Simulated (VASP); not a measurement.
KF:

```
K F
1.0
     0.00000    2.58052    2.58052
     2.58052    0.00000    2.58052
     2.58052    2.58052    0.00000
K F
1 1
Direct
  0.00000 0.00000 0.00000
  0.50000 0.50000 0.50000
```

The cell was built by a generator and needn't be a form met in nature.

The cell isn't the ideal one: hydrostatic strain -3.0%.

Base run:

```yaml
Program: VASP 6.6.1
Functional: r2SCAN
Potentials_or_basis: VASP PAW PBE potentials, release 64 (K_sv, F)
Cutoff: 520 eV
k_mesh: 8 × 8 × 8
Occupations: gaussian, width 0.01 eV
Spin: no spin polarisation
```

Its results: band gap on the k mesh 7.42 eV, direct; pressure 4.0 GPa.

Task: The run is repeated on the same cell with these changes: functional from r2SCAN to PBE; occupations from gaussian, width 0.01 eV to fermi-dirac, width 0.02 eV. What comes out?

Result: Band gap on the k mesh 6.75 eV, direct; pressure 6.3 GPa.

Caveats: the PAW data sets were made with another functional, which shifts forces and pressure a little (some runs).

A k mesh can miss the band edges.
